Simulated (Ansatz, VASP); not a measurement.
BAs: VASP beside Ansatz

The input INCAR:

```
  PREC = Accurate
  ENCUT = 520
  EDIFF = 1E-8
  ISMEAR = -1
  SIGMA = 0.03
  LREAL = F
  LASPH = T
  NELM = 100
  ALGO = Normal
  ISIF = 2
  LWAVE = F
  LCHARG = F
  GGA = PE
  LEFG = T
  NBANDS = 11
```

Contents of KPOINTS:

```
regular mesh
0
Gamma
  15 15 15
```

File POSCAR:

```
BAs
1.0
    0.0000000000      2.4043183418      2.4043183418
    2.4043183418      0.0000000000      2.4043183418
    2.4043183418      2.4043183418      0.0000000000
B As
1 1
Direct
    0.0000000000      0.0000000000      0.0000000000
    0.7500000000      0.7500000000      0.7500000000
```

Input for Ansatz:

```yaml
crystal:
  lattice:
    - [0.0, 2.4043183418, 2.4043183418]
    - [2.4043183418, 0.0, 2.4043183418]
    - [2.4043183418, 2.4043183418, 0.0]
  atoms:
    - { symbol: B, position: [0.0, 0.0, 0.0] }
    - { symbol: As, position: [0.75, 0.75, 0.75] }
kpoints:
  mp_grid: { grid: [15, 15, 15] }
scf:
  occupations: { method: fermi_dirac, width: 0.03 }
hamiltonian:
  xc: pbe
  pseudopotentials: { kind: paw }
output:
  forces: true
  stress: true
  eigenvalues: true
  efg: { contact_densities: true }
```

Change from the starting cell: volume scaled by 1.02, PAW files.

Alike in both runs: task electric field gradients; functional PBE; k mesh 15 × 15 × 15; occupations fermi-dirac, width 0.03 eV; no spin polarisation.

```csv
,VASP,Ansatz
version,VASP 6.6.1,Ansatz 0.2.0
potentials or method,"VASP PAW PBE potentials, release 64 (B, As)","PAW with Ansatz's default frozen-core files, scalar-relativistic"
plane-wave cutoff (eV),520,420
valence electrons in the cell,8,18
```

```tsv
	VASP	Ansatz	Ansatz less VASP
gap on the k mesh at the Fermi level (eV)	1.20	1.20	+0.008
pressure (GPa)	0.7	0.1	-0.60
Vzz of the field gradient on the site that differs most (V/Å²)	0.0	0.0	0.00
```

The two sets of potentials don't hold the same shells in valence.

Caveats: an odd mesh through Γ misses points on the zone boundary, where band edges often lie.
